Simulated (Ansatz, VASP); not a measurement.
This is a calculation of Mo for VASP 6.6.1. 

File INCAR:

```
SYSTEM = Mo
  PREC = Accurate
  ENCUT = 600
  EDIFF = 1E-6
  ISMEAR = -1
  SIGMA = 0.05
  LREAL = .False.
  LASPH = .True.
  NELM = 80
  ALGO = Fast
  ISIF = 3
  LWAVE = .False.
  LCHARG = .False.
  GGA = RE
  IBRION = 2
  NSW = 60
  EDIFFG = -0.01
```

Contents of KPOINTS:

```
Automatic mesh
0
Gamma
  12 12 12
  0 0 0
```

File POSCAR:

```
Mo
1.0
   -1.5838089719      1.5838089719      1.5838089719
    1.5838089719     -1.5838089719      1.5838089719
    1.5838089719      1.5838089719     -1.5838089719
Mo
1
Direct
    0.0000000000      0.0000000000      0.0000000000
```

Potentials or basis: VASP PAW PBE potentials, release 64 (Mo_sv).

Run with:

```bash
$ cat potpaw_PBE.64/Mo_sv/POTCAR > POTCAR
$ mpirun -np 1 vasp_std > vasp.out
```

Problem. Translate it to Ansatz 0.2.0. Potentials or basis there: Ansatz PAW, cutoff 420 eV.

Solution. As run (cutoffs and basis follow the program's own potentials, and thresholds, step limits or extra output files can differ):

Contents of input.yaml:

```yaml
crystal:
  lattice:
    - [-1.5838089719, 1.5838089719, 1.5838089719]
    - [1.5838089719, -1.5838089719, 1.5838089719]
    - [1.5838089719, 1.5838089719, -1.5838089719]
  atoms:
    - { symbol: Mo, position: [0.0, 0.0, 0.0] }
hamiltonian:
  xc: revpbe
  pseudopotentials: { kind: paw }
kpoints:
  mp_grid: { grid: [12, 12, 12] }
scf:
  occupations: { method: fermi_dirac, width: 0.05 }
output:
  forces: true
  stress: true
relax:
  f_tol: 0.01
  max_steps: 40
  cell: { stress_tol: 0.05 }
```

Potentials or basis: Ansatz PAW.

Command:

```sh
$ ansatz run input.yaml --threads 2 --pin off --max-ram 5632MiB --backend cpu --events-out ev --progress --plain --runs-dir out
```

Both were run:

|  | VASP | Ansatz |
| --- | --- | --- |
| Relaxed volume | 15.96 Å³/atom | 15.93 Å³/atom |
| Relaxed cell | a = 2.747 Å, b = 2.747 Å, c = 2.747 Å, α = 109.47°, β = 109.47°, γ = 109.47° | a = 2.745 Å, b = 2.745 Å, c = 2.745 Å, α = 109.47°, β = 109.47°, γ = 109.47° |
| Space group after relaxing | Im-3m (No. 229) | Im-3m (No. 229) |
| Pressure after relaxing | -0.1 GPa | 0.0 GPa |

Ansatz's pressure holds a Pulay term of +0.06 GPa for its cutoff of 420 eV, which the other run lacks.

VASP's potentials were made for PBE. Ansatz's potentials were made for PBE.

Where Ansatz's input types no cutoff or centring, it takes its own default and a Γ-centred mesh.

Pressure is positive in compression.
